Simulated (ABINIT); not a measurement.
# ScAl3 (Pm-3m) in ABINIT: equation of state

How stiff is ScAl3 in PBE, and what volume does it want? The cell is scaled to several volumes.

All numbers are computed with ABINIT 10.8.3 (patched build); they aren't measurements. Logs are shortened: lines on timing, memory, paths and dates and some standing lists are left out, and cuts for length are marked. The log counts tension as positive stress, the text compression.

**Measured values to compare with.**

From “A Combined Experimental and First-Principles Based Assessment of Finite-Temperature Thermodynamic Properties of Intermetallic Al3Sc”, 2021, pmc:8067998, for a bulk crystal of ScAl3 at 298 K: bulk modulus 91.5 ± 1.1 GPa.

The results are compared with them further down.

### Step 1. The structure

The structure is cubic, space group Pm-3m (No. 221). The conventional cell has a = 4.088 Å, b = 4.088 Å, c = 4.088 Å, α = 90.00°, β = 90.00°, γ = 90.00°. Sc (site symmetry m-3m) has 12 Al at 2.89 Å as nearest neighbours. Al (site symmetry 4/mmm) is surrounded by 4 Sc at 2.89 Å and 8 Al at 2.89 Å.

The cell is a database's computed one.

### Step 2. Equation of state, PBE

The input, run.abi:

```
# Datasets: one volume each
ndtset 7
getwfk -1
scalecart1 3*0.9795861087
scalecart2 3*0.9864848297
scalecart3 3*0.9932883884
scalecart4 3*1.0000000000
scalecart5 3*1.0066227096
scalecart6 3*1.0131594038
scalecart7 3*1.0196128224

# Pseudopotentials
pp_dirpath "./"
pseudos "Sc.GGA_PBE-JTH.xml, Al.GGA_PBE-JTH.xml"

# Structure
acell 7.7248348677 7.7248348677 7.7248348677
rprim
     1.0000000000     0.0000000000     0.0000000000
     0.0000000000     1.0000000000     0.0000000000
     0.0000000000     0.0000000000     1.0000000000
ntypat 2
znucl 21 13
natom 4
typat 1 2 2 2
xred
     0.0000000000     0.0000000000     0.0000000000
     0.5000000000     0.5000000000     0.0000000000
     0.0000000000     0.5000000000     0.5000000000
     0.5000000000     0.0000000000     0.5000000000

# Plane-wave basis
ecut 15.0
pawecutdg 30.0

# k points
kptopt 1
ngkpt 7 7 7
nshiftk 1
shiftk 0.0 0.0 0.0

# Exchange and correlation
ixc 11

# Bands and occupations
nband 14
occopt 3
tsmear 0.05 eV

# SCF cycle
nstep 100
tolvrs 1.0e-9

# Output
iomode 3
prtwf 1
prtden 0
prteig 0
prtebands 0
enunit 1
```

Potentials or basis: JTH PAW PBE v2.0.

On the command line:

```
$ abinit run.abi > log 2>&1
```

run.abo:

```text
.Version 10.8.3 of ABINIT
 DATASET    1 : space group Pm -3 m (#221); Bravais cP (primitive cubic)
================================================================================
 Values of the parameters that define the memory need for DATASET  1.
     intxc =       0    ionmov =       0      iscf =      17    lmnmax =      18
     lnmax =       6     mgfft =      30  mpssoang =       3    mqgrid =    3001
     natom =       4  nloc_mem =       2    nspden =       1   nspinor =       1
    nsppol =       1      nsym =      48    n1xccc =       1    ntypat =       2
    occopt =       3   xclevel =       2
       mpw =        1225          nfft =       27000          nkpt =          20
 PAW method is used; the additional fine FFT grid is defined by:
   mgfftf=        40    nfftf =     64000
================================================================================
================================================================================
[... 71 lines left out ...]
 DATASET    7 : space group Pm -3 m (#221); Bravais cP (primitive cubic)
================================================================================
 Values of the parameters that define the memory need for DATASET  7.
     intxc =       0    ionmov =       0      iscf =      17    lmnmax =      18
     lnmax =       6     mgfft =      30  mpssoang =       3    mqgrid =    3001
     natom =       4  nloc_mem =       2    nspden =       1   nspinor =       1
    nsppol =       1      nsym =      48    n1xccc =       1    ntypat =       2
    occopt =       3   xclevel =       2
       mpw =        1370          nfft =       27000          nkpt =          20
 PAW method is used; the additional fine FFT grid is defined by:
   mgfftf=        40    nfftf =     64000
================================================================================
================================================================================

--------------------------------------------------------------------------------
------------- Echo of variables that govern the present computation ------------
--------------------------------------------------------------------------------
 -outvars: echo values of preprocessed input variables --------
            acell      7.7248348677E+00  7.7248348677E+00  7.7248348677E+00 Bohr
              amu      4.49559100E+01  2.69815390E+01
             ecut      1.50000000E+01 Hartree
           enunit           1
           getwfk          -1
              ixc          11
           jdtset        1    2    3    4    5    6    7
         kptrlatt        7    0    0      0    7    0      0    0    7
          kptrlen1     5.29699865E+01
          kptrlen2     5.33430269E+01
          kptrlen3     5.37109214E+01
          kptrlen4     5.40738441E+01
          kptrlen5     5.44319594E+01
          kptrlen6     5.47854236E+01
          kptrlen7     5.51343848E+01
            natom           4
            nband          14
           ndtset           7
            ngfft          30      30      30
          ngfftdg          40      40      40
[... 102 lines left out ...]
 chkinp: Checking input parameters for consistency, jdtset=   2.
[... 46 lines left out ...]
 getcut: wavevector=  0.0000  0.0000  0.0000  ngfft=  40  40  40
         ecut(hartree)=     30.000   => boxcut(ratio)=   2.14389

--- Pseudopotential description ------------------------------------------------
- pspini: atom type   1  psp file is ./Sc.GGA_PBE-JTH.xml
 Pseudopotential format is: paw10
 basis_size (lnmax)=  6 (lmn_size= 18), orbitals=   0   0   1   1   2   2
 Spheres core radius: rc_sph= 2.41050872
 Shapefunction is BESSEL type: shapef(r,l)=aa(1,l)*jl(q(1,l)*r)+aa(2,l)*jl(q(2,l)*r)
 Radius for shape functions =  2.10063212
 Compensation charge density is not taken into account in XC energy/potential

- pspini: atom type   2  psp file is ./Al.GGA_PBE-JTH.xml
 Pseudopotential format is: paw10
 basis_size (lnmax)=  4 (lmn_size=  8), orbitals=   0   0   1   1
 Spheres core radius: rc_sph= 1.90363307
 Shapefunction is SIN type: shapef(r)=[sin(pi*r/rshp)/(pi*r/rshp)]**2
 Radius for shape functions =  1.60786206
 Compensation charge density is not taken into account in XC energy/potential

   9.45826179E+01                                ecore*ucvol(ha*bohr**3)
--------------------------------------------------------------------------------

[... 1355 lines left out ...]
-Cartesian components of stress tensor (GPa)         [Pressure= -3.7757E+00 GPa]
- sigma(1 1)=  3.77567509E+00  sigma(3 2)=  0.00000000E+00
- sigma(2 2)=  3.77567509E+00  sigma(3 1)=  0.00000000E+00
- sigma(3 3)=  3.77567509E+00  sigma(2 1)=  0.00000000E+00

== END DATASET(S) ==============================================================
================================================================================

 -outvars: echo values of variables after computation  --------
            acell      7.7248348677E+00  7.7248348677E+00  7.7248348677E+00 Bohr
           etotal1    -5.3402607544E+01
           etotal2    -5.3404580166E+01
           etotal3    -5.3405852154E+01
           etotal4    -5.3406484099E+01
           etotal5    -5.3406544459E+01
           etotal6    -5.3406080060E+01
           etotal7    -5.3405146922E+01
            fcart1    -0.0000000000E+00 -0.0000000000E+00 -0.0000000000E+00
                      -0.0000000000E+00 -0.0000000000E+00 -0.0000000000E+00
                      -0.0000000000E+00 -0.0000000000E+00 -0.0000000000E+00
                      -0.0000000000E+00 -0.0000000000E+00 -0.0000000000E+00
            fcart2    -0.0000000000E+00 -0.0000000000E+00 -0.0000000000E+00
                      -0.0000000000E+00 -0.0000000000E+00 -0.0000000000E+00
                      -0.0000000000E+00 -0.0000000000E+00 -0.0000000000E+00
                      -0.0000000000E+00 -0.0000000000E+00 -0.0000000000E+00
            fcart3    -0.0000000000E+00 -0.0000000000E+00 -0.0000000000E+00
                      -0.0000000000E+00 -0.0000000000E+00 -0.0000000000E+00
[... 66 lines left out ...]
                       2.0439032836E+00  2.0439032836E+00  0.0000000000E+00
                       0.0000000000E+00  2.0439032836E+00  2.0439032836E+00
                       2.0439032836E+00  0.0000000000E+00  2.0439032836E+00
           xangst5     0.0000000000E+00  0.0000000000E+00  0.0000000000E+00
                       2.0574394615E+00  2.0574394615E+00  0.0000000000E+00
                       0.0000000000E+00  2.0574394615E+00  2.0574394615E+00
                       2.0574394615E+00  0.0000000000E+00  2.0574394615E+00
           xangst6     0.0000000000E+00  0.0000000000E+00  0.0000000000E+00
                       2.0707998322E+00  2.0707998322E+00  0.0000000000E+00
                       0.0000000000E+00  2.0707998322E+00  2.0707998322E+00
                       2.0707998322E+00  0.0000000000E+00  2.0707998322E+00
           xangst7     0.0000000000E+00  0.0000000000E+00  0.0000000000E+00
                       2.0839899957E+00  2.0839899957E+00  0.0000000000E+00
                       0.0000000000E+00  2.0839899957E+00  2.0839899957E+00
                       2.0839899957E+00  0.0000000000E+00  2.0839899957E+00
             xred      0.0000000000E+00  0.0000000000E+00  0.0000000000E+00
                       5.0000000000E-01  5.0000000000E-01  0.0000000000E+00
                       0.0000000000E+00  5.0000000000E-01  5.0000000000E-01
                       5.0000000000E-01  0.0000000000E+00  5.0000000000E-01
 Calculation completed.
```

It took 86 s on 1 thread of Intel Xeon Platinum 8375C at 2.90GHz (Ice Lake), shared host; peak memory 0.14 GiB.

Results:

* Equilibrium volume: 17.28 Å³/atom
* Bulk modulus: 87 GPa
* Pressure derivative of the bulk modulus: 4.0

Energy against volume, from the lowest point:
```csv
volume (Å³/atom),energy (meV/atom)
16.052,26.78
16.394,13.36
16.735,4.71
17.077,0.41
17.419,0.00
17.760,3.16
18.102,9.51
```

Caveat: pressures at fixed basis lie under the slope of the energies.

### Step 3. Against experiment

Step 2. A measured bulk modulus of ScAl3 is 91.5 GPa (298 K; quoted in “A Combined Experimental and First-Principles Based Assessment of Finite-Temperature Thermodynamic Properties of Intermetallic Al3Sc”, 2021, pmc:8067998); the calculated 87 GPa misses it by -4.4 %. The fit is for a static lattice scaled at fixed shape and fixed fractional positions.
